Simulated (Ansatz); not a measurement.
**SCF convergence of AlNi against the length of the Broyden history**

All numbers below come from DFT r2SCAN, scalar-relativistic, plane waves, PAW (Ansatz).

```
CELL_PARAMETERS angstrom
1.93869 -1.95319 0.00000
1.93869 1.95319 0.00000
0.00000 0.00000 3.09943
ATOMIC_POSITIONS crystal
Al 0.00000 0.00000 0.00000
Ni 0.50000 0.50000 0.50000
```

```
plane-wave cutoff : 500 eV
Γ-centred k-mesh  : 16×16×14
occupation rule   : Gaussian smearing, 0.1 eV
spin treatment    : unpolarised
```

Each run starts from superposed atomic densities and uses Broyden mixing with its automatic preconditioner, at most 120 iterations and the default threshold on the density residual; only the length of the Broyden history differs.

```json
{"length of the Broyden history": "1", "iterations": "21", "converged": "yes", "density residual (eV) at iterations 1, 3, 5": "3.7 0.64 0.021"}
{"length of the Broyden history": "2", "iterations": "12", "converged": "yes", "density residual (eV) at iterations 1, 3, 5": "3.7 0.64 0.13"}
{"length of the Broyden history": "3", "iterations": "11", "converged": "yes", "density residual (eV) at iterations 1, 3, 5": "3.7 0.64 0.12"}
{"length of the Broyden history": "5", "iterations": "12", "converged": "yes", "density residual (eV) at iterations 1, 3, 5": "3.7 0.64 0.12"}
```

Cost: 4 runs of about 5.4 core-minutes in all, on Intel Xeon Processor @ 2.50GHz (Skylake/Cascade Lake) (shared hosts).